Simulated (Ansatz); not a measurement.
# BP: hydrostatic pressure series

Theory: Ansatz 0.2.0, DFT PBEsol, scalar-relativistic, plane waves, PAW. Settings: 420 eV cutoff, 10×10×10 k-mesh, Gaussian smearing of 0.02 eV, no spin polarisation.

The relaxed crystal:

```
CELL_PARAMETERS angstrom
0.00000 2.26010 2.26010
2.26010 0.00000 2.26010
2.26010 2.26010 0.00000
ATOMIC_POSITIONS crystal
B 0.00000 0.00000 0.00000
P 0.25000 0.25000 0.25000
```

Cell and atoms are relaxed at each pressure within the symmetry of the start, at zero temperature, so transitions that lower the symmetry aren't seen. The k-mesh given is that at zero pressure and may differ at others. a, b and c are the lengths of the cell vectors above. ΔH is E + PV over the energy at zero pressure. Gaps are Kohn–Sham gaps over the whole zone.

```tsv
P (GPa)	V (Å³/atom)	V/V0	a (Å)	b (Å)	c (Å)	ΔH (eV/atom)	gap (eV)
-2	11.68	1.012	3.209	3.209	3.209	-0.145	1.13
0	11.54	1.000	3.196	3.196	3.196	0.000	1.11
2	11.41	0.988	3.184	3.184	3.184	0.143	1.10
5	11.22	0.972	3.166	3.166	3.166	0.355	1.07
10	?	?	?	?	?	?	?
20	10.46	0.906	3.093	3.093	3.093	1.369	0.97
40	?	?	?	?	?	?	?
```

Question: What stands in the row for 10 GPa?

Answer: V 10.94 Å³/atom; V/V0 0.948; a 3.140 Å; b 3.140 Å; c 3.140 Å; ΔH 0.701 eV/atom; gap 1.04 eV.

Question: What stands in the row for 40 GPa?

Answer: V 9.72 Å³/atom; V/V0 0.842; a 3.019 Å; b 3.019 Å; c 3.019 Å; ΔH 2.626 eV/atom; gap 0.84 eV.